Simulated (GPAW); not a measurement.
## TePt in GPAW: the effect of functional

The system is TePt.

```
Pt Te
1.0
     4.26288    0.00000    0.00000
    -2.13144    3.69176    0.00000
     0.00000    0.00000    5.66177
Pt Te
2 2
Direct
  0.00000 0.00000 0.00000
  0.00000 0.00000 0.50000
  0.33333 0.66667 0.25000
  0.66667 0.33333 0.75000
```

Measurements of this composition are mostly on another form, of space group No. 166.

Alike in all runs:

```yaml
Program: GPAW 26.7.0
Task: band structure
Cutoff: 600 eV
Basis: pw
k_mesh: 6 × 6 × 4
Occupations: fermi-dirac, width 0.05 eV
Spin: no spin polarisation
```

```tsv
functional	potentials or basis	pressure (GPa)
PBEsol	PAW data sets generated in the run's folder for this functional	-5.7
LDA	the program's PAW data sets (release 1.2.1) made for this functional	-8.2
r2SCAN	GPAW PAW data sets (gpaw-data 1.2.1)	?
```

Problem. What does the run with functional r2SCAN give?

Solution. Pressure -2.3 GPa.

Caveats: the PAW data sets were made with another functional, which shifts forces and pressure a little (some runs).
